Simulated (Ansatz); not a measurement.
Property card for Al

All numbers below come from DFT r2SCAN, scalar-relativistic, plane waves, PAW in Ansatz 0.2.0.

Settings: cutoff 500 eV, Γ-centred mesh 18×18×10 on the computed 2-atom cell, Gaussian smearing of 0.10 eV; no spin polarisation.

The structure is relaxed at this level of theory with its symmetry kept. This form isn't the element's structure at ambient conditions.

Space group P6_3/mmc (No. 194). a = 2.808 Å, b = 2.808 Å, c = 4.689 Å, α = 90.00°, β = 90.00°, γ = 120.00°
```tsv
atom	site	symmetry	x	y	z
Al	2c	-6m2	0.6667	0.3333	0.7500
```

| Quantity | Value |
| --- | --- |
| Space group | P6_3/mmc (No. 194) |
| Volume per atom | 16.01 Å³ |
| Formation energy from the elements' standard states (uncorrected) | +0.042 eV/atom |
| Generalised Kohn–Sham band gap | none (metal) |
| Density of states at the Fermi level | 0.79 states/eV per cell |
| Löwdin character within 0.5 eV of the Fermi level | Al 3p 63 %, Al 3s 31 %, unprojected 6 % |
| Bulk modulus | 89 GPa |
| Its pressure derivative | 4.4 |
| Bader charges (e) | Al (2 in the cell) 0.00 |